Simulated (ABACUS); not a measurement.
# TePb (Fm-3m) in ABACUS: a series of runs

The runs below take TePb through band structure, equation of state, with PBE.

Program: ABACUS 3.10.1. These are calculated values, not measurements. Logs are shortened: lines on timing, memory, paths and dates and some standing lists are left out, and cuts for length are marked.

**Measured values to compare with.**

A printed reference work, monograph reports, for a bulk crystal of TePb at 4.2 K: band gap 0.19 eV (direct).

The runs below are set against these values where they give the same quantity.

## (1) The structure

The structure is cubic, space group Fm-3m (No. 225). The conventional cell has a = 6.462 Å, b = 6.462 Å, c = 6.462 Å, α = 90.00°, β = 90.00°, γ = 90.00°. Pb (site symmetry m-3m) is surrounded by 6 Te at 3.23 Å. Te (site symmetry m-3m) is surrounded by 6 Pb at 3.23 Å.

## (2) Band structure, PBE, spin-orbit coupling, no magnetisation

Input file INPUT:

```
INPUT_PARAMETERS
suffix              TePb
calculation         nscf
basis_type          lcao
pseudo_dir          ./
orbital_dir         ./
symmetry            -1
dft_functional      pbe
ecutwfc             103.0
pseudo_rcut         10
nspin               4
nbands              68
ks_solver           genelpa
smearing_method     fd
smearing_sigma      0.00367493
scf_thr             1e-07
scf_nmax            100
mixing_type         broyden
mixing_beta         0.4
noncolin            0
lspinorb            1
init_chg            file
out_band            1
```

Input file STRU:

```
ATOMIC_SPECIES
Pb 207.2000 Pb.upf
Te 127.6000 Te.upf

NUMERICAL_ORBITAL
Pb_confined-atom_8au_3s3p2d.orb
Te_confined-atom_8au_3s3p2d.orb

LATTICE_CONSTANT
1.8897261246

LATTICE_VECTORS
0.0000000000 3.2310000000 3.2310000000
3.2310000000 0.0000000000 3.2310000000
3.2310000000 3.2310000000 0.0000000000

ATOMIC_POSITIONS
Cartesian

Pb
0.0
1
0.0000000000 0.0000000000 0.0000000000 1 1 1

Te
0.0
1
3.2310000000 3.2310000000 3.2310000000 1 1 1
```

Input file KPT:

```
K_POINTS
12
Line
0.00000000 0.00000000 0.00000000 10 // G
0.50000000 0.00000000 0.50000000 10 // X
0.50000000 0.25000000 0.75000000 10 // W
0.37500000 0.37500000 0.75000000 10 // K
0.00000000 0.00000000 0.00000000 10 // G
0.50000000 0.50000000 0.50000000 10 // L
0.62500000 0.25000000 0.62500000 10 // U
0.50000000 0.25000000 0.75000000 10 // W
0.50000000 0.50000000 0.50000000 10 // L
0.37500000 0.37500000 0.75000000 1 // K
0.62500000 0.25000000 0.62500000 10 // U
0.50000000 0.00000000 0.50000000 1 // X
```

Potentials or basis: PseudoDojo NC FR 0.4 PBE stringent, DZP LCAO (the cutoffs set its grid).

Launch:

```console
$ OMP_NUM_THREADS=1 mpirun -np 4 abacus > log
```

running log:

```text
ABACUS v3.10.1

               Atomic-orbital Based Ab-initio Computation at UStc

 ------------------------------------------------------------------------------------

 READING GENERAL INFORMATION
                           global_out_dir = OUT.TePb/
                           global_in_card = INPUT
                               pseudo_dir = ./
                              orbital_dir = ./
                                    DSIZE = 4
                                    GSIZE = 1
[... 5 lines left out ...]

 READING ATOM TYPE 1
                               atom label = Pb
                      L=0, number of zeta = 3
                      L=1, number of zeta = 3
                      L=2, number of zeta = 2
             number of atom for this type = 1
               magnetization of element 1 = [ 0, 0, 0 ]

 READING ATOM TYPE 2
                               atom label = Te
                      L=0, number of zeta = 3
                      L=1, number of zeta = 3
                      L=2, number of zeta = 2
             number of atom for this type = 1
               magnetization of element 2 = [ 0, 0, 0 ]

                        TOTAL ATOM NUMBER = 2
CARTESIAN COORDINATES ( UNIT =       1.889726124600 Bohr ).
    atom                   x                   y                   z     mag                  vx                  vy                  vz
tauc_Pb1            0.0000000000        0.0000000000        0.0000000000  0.0000        0.0000000000        0.0000000000        0.0000000000
tauc_Te1            3.2310000000        3.2310000000        3.2310000000  0.0000        0.0000000000        0.0000000000        0.0000000000

                          Volume (Bohr^3) = 455.237
                             Volume (A^3) = 67.4591

 Lattice vectors: (Cartesian coordinate: in unit of a_0)
                   +0              +3.231              +3.231
               +3.231                  +0              +3.231
               +3.231              +3.231                  +0
 Reciprocal vectors: (Cartesian coordinate: in unit of 2 pi/a_0)
            -0.154751           +0.154751           +0.154751
            +0.154751           -0.154751           +0.154751
            +0.154751           +0.154751           -0.154751
 The esolver type has been set to : ksdft_lcao

                PAO radial cut off (Bohr) = 10

 Read in pseudopotential file is Pb.upf
                     pseudopotential type = NC
          exchange-correlation functional = PBE
                 nonlocal core correction = 1
                        valence electrons = 22
                                     lmax = 2
                           number of zeta = 8
                     number of projectors = 10
                           L of projector = 0
                           L of projector = 0
[... 8 lines left out ...]
                PAO radial cut off (Bohr) = 10

 Read in pseudopotential file is Te.upf
                     pseudopotential type = NC
          exchange-correlation functional = PBE
                 nonlocal core correction = 1
                        valence electrons = 24
                                     lmax = 2
                           number of zeta = 8
                     number of projectors = 10
                           L of projector = 0
                           L of projector = 0
[... 6 lines left out ...]
                           L of projector = 2
                           L of projector = 2
[... 65 lines left out ...]
       6  0.25000000  0.00000000  0.25000000  1.0000
[... 22 lines left out ...]
      29  0.40000000  0.35000000  0.75000000  1.0000
      30  0.38750000  0.36250000  0.75000000  1.0000
[... 72 further k points ...]

           k-point number in this process = 102
       minimum distributed K point number = 102

[... K-POINTS CARTESIAN COORDINATES: 102 rows ...]

[... K-POINTS DIRECT COORDINATES: 102 rows ...]

 SETUP PLANE WAVES FOR WAVE FUNCTIONS
     energy cutoff for wavefunc (unit:Ry) = 103
              fft grid for wave functions = [ 60, 60, 60 ]
                    number of plane waves = 9409
                         number of sticks = 583

 PARALLEL PW FOR WAVE FUNCTIONS
     PROC   COLUMNS(POT)             PW
        1            145           2350
        2            146           2353
        3            146           2353
        4            146           2353
 --------------- sum -------------------
        4            583           9409

 SET NONLOCAL PSEUDOPOTENTIAL PROJECTORS
 SET NONLOCAL PSEUDOPOTENTIAL PROJECTORS
 max number of nonlocal projetors among all species is 10

 -------------------------------------------
 NONSELF-CONSISTENT
 -------------------------------------------

 SETUP SEARCHING RADIUS FOR PROGRAM TO SEARCH ADJACENT ATOMS
                  longest orb rcut (Bohr) = 8
   longest nonlocal projector rcut (Bohr) = 1.54
                     search radius (Bohr) = 19.1
              searching radius is (Bohr)) = 19.1
         searching radius unit is (Bohr)) = 1.89
                         PeriodicBoundary = 1
                        Radius(unit:lat0) = 10.1
                                   glayer = [ 4, 4, 4 ]
                             glayer_minus = [ 3, 3, 3 ]

Find the coordinate range of the input atom(unit:lat0).
                                  min_tau = [ -19.4, -19.4, -19.4 ]
                                  max_tau = [ 22.6, 22.6, 22.6 ]
                                BoxNumber = [ 7, 7, 7 ]

 SETUP EXTENDED REAL SPACE GRID FOR GRID INTEGRATION
                          real space grid = [ 60, 60, 60 ]
                 big cell numbers in grid = [ 20, 20, 20 ]
             meshcell numbers in big cell = [ 3, 3, 3 ]
                        extended fft grid = [ 23, 23, 23 ]
                dimension of extened grid = [ 67, 67, 67 ]
                            UnitCellTotal = 125
              Atom number in sub-FFT-grid = 2
    Local orbitals number in sub-FFT-grid = 88
                                ParaV.nnr = 90024
                                 init_chg = file
 try to read charge from file
 Read in the charge density: OUT.TePb//TePb-CHARGE-DENSITY.restart

 LCAO ALGORITHM --------------- ION=   1  ELEC=   1--------------------------------
[... levels at 102 k points of this process ...]

total magnetism (Bohr mag/cell)	-1.19329e-13	-2.82613e-13	-3.17108e-13
       absolute magnetism (Bohr mag/cell) = 1.35279e-12

 Density error is 0.00000000000
----------------------------------------------------------
     Energy           Rydberg                 eV
----------------------------------------------------------
 E_KohnSham     -981.9949876923      -13360.7272400555
 E_KS(sigma->0) -981.9948571502      -13360.7254639387
 E_Harris       -981.9949876923      -13360.7272400555
 E_band         -134.9641739482      -1836.2817915589
 E_one_elec     -666.5793632815      -9069.2775098398
 E_Hartree      318.4808812077       4333.1546884854
 E_xc           -141.6753119748      -1927.5915087843
 E_Ewald        -492.2209325595      -6697.0093576833
 E_entropy(-TS) -0.0002610843        -0.0035522335
 E_descf        0.0000000000         0.0000000000
 E_exx          0.0000000000         0.0000000000
 E_Fermi        0.7883151803         10.7255782715
----------------------------------------------------------

 charge density convergence is achieved
 final etot is -13360.727240 eV
 EFERMI = 10.725578271 eV

 STATE ENERGY(eV) AND OCCUPATIONS    NSPIN == 4
 1/102 kpoint (Cartesian) = 0.0000 0.0000 0.0000 (1996 pws)
       1       -148.215     0.00980392
       2       -148.215     0.00980392
       3       -128.826     0.00980392
       4       -128.826     0.00980392
       5       -104.890     0.00980392
       6       -104.890     0.00980392
[... 410 lines left out ...]
      67        26.7000        0.00000
      68        26.7000        0.00000

[... levels at 96 further k points ...]

 --------------------------------------------
 !FINAL_ETOT_IS -13360.72724005547 eV
 --------------------------------------------

 Output bands in file: OUT.TePb/BANDS_1.dat
```

stdout:

```text
ABACUS v3.10.1

               Atomic-orbital Based Ab-initio Computation at UStc

%%%%%%%%%%%%%%%%%%%%%%%%%%%%%%%%%%%%%%%%%%%%%%%%%%%%%%%%%%%%%%%%%%%%%%%%%%%%%%%%%%%%%%%%%%%%%%%%%%%%%%%%%
[... 21 lines left out ...]
 -------------------------------------------
 NONSELF-CONSISTENT :
 -------------------------------------------
 START CHARGE      : file
 ITER     TMAGX      TMAGY      TMAGZ       AMAG        ETOT/eV          EDIFF/eV         DRHO     TIME/s
 GE1     -1.19e-13  -2.83e-13  -3.17e-13   1.35e-12  -1.33607272e+04   0.00000000e+00   0.0000e+00   1.29
```

Run time: 1.9 s. Hardware: 4 MPI ranks of Intel Xeon Platinum 8488C (Sapphire Rapids), shared host; peak memory 0.6 GiB.

Results:

* Band gap along the path: 0.04 eV, direct

Levels at the corners of the path, in eV from the Fermi level:
| point | band 42 | band 43 | band 44 | band 45 | band 46 | band 47 | band 48 | band 49 | band 50 | band 51 |
| --- | --- | --- | --- | --- | --- | --- | --- | --- | --- | --- |
| Γ | -2.17 | -1.10 | -1.10 | -1.10 | -1.10 | 2.71 | 2.71 | 4.88 | 4.88 | 4.88 |
| X | -4.67 | -3.28 | -3.28 | -2.60 | -2.60 | 3.62 | 3.62 | 4.64 | 4.64 | 6.36 |
| W | -3.98 | -3.94 | -3.94 | -0.48 | -0.48 | 1.46 | 1.46 | 5.45 | 5.45 | 5.52 |
| K | -4.29 | -2.66 | -2.66 | -2.02 | -2.02 | 3.07 | 3.07 | 4.13 | 4.13 | 5.51 |
| Γ | -2.17 | -1.10 | -1.10 | -1.10 | -1.10 | 2.71 | 2.71 | 4.88 | 4.88 | 4.88 |
| L | -1.38 | -0.78 | -0.78 | -0.02 | -0.02 | 0.02 | 0.02 | 1.22 | 1.22 | 1.65 |
| U | -4.29 | -2.66 | -2.66 | -2.02 | -2.02 | 3.07 | 3.07 | 4.13 | 4.13 | 5.51 |
| W | -3.98 | -3.94 | -3.94 | -0.48 | -0.48 | 1.46 | 1.46 | 5.45 | 5.45 | 5.52 |
| L | -1.38 | -0.78 | -0.78 | -0.02 | -0.02 | 0.02 | 0.02 | 1.22 | 1.22 | 1.65 |
| K | -4.29 | -2.66 | -2.66 | -2.02 | -2.02 | 3.07 | 3.07 | 4.13 | 4.13 | 5.51 |
| U | -4.29 | -2.66 | -2.66 | -2.02 | -2.02 | 3.07 | 3.07 | 4.13 | 4.13 | 5.51 |
| X | -4.67 | -3.28 | -3.28 | -2.60 | -2.60 | 3.62 | 3.62 | 4.64 | 4.64 | 6.36 |

Caveat: the atomic orbitals were generated for these runs and aren't a published set; the density is read from an earlier self-consistent run, whose mesh may be coarse; the basis of atomic orbitals isn't converged, which shifts pressures, moduli and gaps.

[end of part 1 of 2]
